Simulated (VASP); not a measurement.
# Ba: single point with PBE

The system is Ba.

```xyz
1
Lattice="-2.5065 2.5065 2.5065 2.5065 -2.5065 2.5065 2.5065 2.5065 -2.5065" Properties=species:S:1:pos:R:3 pbc="T T T"
Ba    0.0000    0.0000    0.0000
```

- Program: VASP 6.6.1
- Task: single point
- Functional: PBE
- Potentials or basis: VASP PAW PBE potentials, release 64 (Ba_sv)
- Cutoff: 520 eV
- k mesh: 8 × 8 × 8
- Occupations: gaussian, width 0.1 eV
- Spin: no spin polarisation
- Further INCAR settings: ALGO = Normal; EDIFF = 1.00e-07

```
Pressure               : 0.0 GPa
Band gap on the k mesh : none (metal or under the smearing width)
```

Levels at points of the mesh, in eV from the Fermi level:
| k point | band 1 | band 2 | band 3 | band 4 | band 5 | band 6 | band 7 | band 8 | band 9 |
| --- | --- | --- | --- | --- | --- | --- | --- | --- | --- |
| (0.00, 0.00, 0.00) | -28.86 | -13.81 | -13.81 | -13.81 | -2.72 | 1.86 | 1.86 | 1.86 | 3.26 |
| (0.50, 0.00, 0.00) | -28.81 | -14.27 | -13.95 | -13.81 | -0.86 | 0.72 | 1.28 | 3.23 | 3.81 |
| (0.50, 0.50, 0.50) | -28.78 | -14.13 | -14.13 | -14.13 | -0.52 | -0.52 | 4.39 | 4.39 | 4.39 |

Run time: 10 s on 1 thread of AMD EPYC 9R45 (Zen 5) (shared host), peak memory 0.14 GiB.

Spin-orbit coupling is left out, which matters for the levels of Ba.
